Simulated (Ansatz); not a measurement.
The calculation used DFT PBE, scalar-relativistic, plane waves, PAW (Ansatz 0.2.0). All cells share a 420 eV cutoff and Γ-centred k meshes spaced at most about 0.3 Å⁻¹ (about 0.25 or finer for metals, 2π included). No spin polarisation.

Each guess is relaxed in cell and atoms at zero pressure, on a coarse mesh first where it starts far from rest and then on a converged one. The steps can't lower the symmetry of the start, but it can rise. Energies are static (0 K, no zero-point motion).

This guess for SnO isn't its lowest structure:

```
Sn O
1.0
     3.31587    0.00000    0.00000
    -1.65793    2.87163    0.00000
     0.00000    0.00000    6.38839
Sn O
2 2
Direct
  0.33333 0.66667 0.25000
  0.66667 0.33333 0.75000
  0.00000 0.00000 0.00000
  0.00000 0.00000 0.50000
```

Task: Where does the relaxation end?

Result: P6_3/mmc at 15.2 Å³/atom → P6_3/mmc (anti-nickel arsenide type) at 16.2 Å³/atom. Conventional cell: a = 3.424 Å, c = 6.382 Å. Sn has 6 O at 2.54 Å; around O lie 6 Sn at 2.54 Å.

```
Sn O
1.0
     3.42437    0.00000    0.00000
    -1.71219    2.96559    0.00000
     0.00000    0.00000    6.38239
Sn O
2 2
Direct
  0.33333 0.66667 0.25000
  0.66667 0.33333 0.75000
  0.00000 0.00000 0.00000
  0.00000 0.00000 0.50000
```

Task: Compare it with the lowest SnO structure at this level.

Result: It lies 0.49 eV/atom above the lowest of the 6 forms computed, a structure that the Crystallography Open Database (COD) lists, of the litharge type. Space group P4/nmm (No. 129), tetragonal, a = 3.868 Å, c = 5.066 Å. Around Sn lie 4 O at 2.25 Å; around O lie 4 Sn at 2.25 Å and 4 O at 2.74 Å. That form has 19.0 Å³/atom and a gap of 0.50 eV on its mesh; the guess's end has none. Counting O atoms around Sn (those within 1.25 times the shortest such distance or 1.15 times the sum of covalent radii; the shortest distance is added where it is long for a bond), the guess's end has Sn 6 from 2.5 Å and the lowest form has Sn 4.

Weakly bound directions are ill-defined at this level, which has no dispersion term (P4/nmm), and this can change margins and order among such cells. Kohn–Sham gaps at this level usually fall short of measured ones. The zero gap of P6_3/mmc may come from the functional, which often closes small gaps. Some candidate types were left out of the draw beforehand, so a known form may be missing.
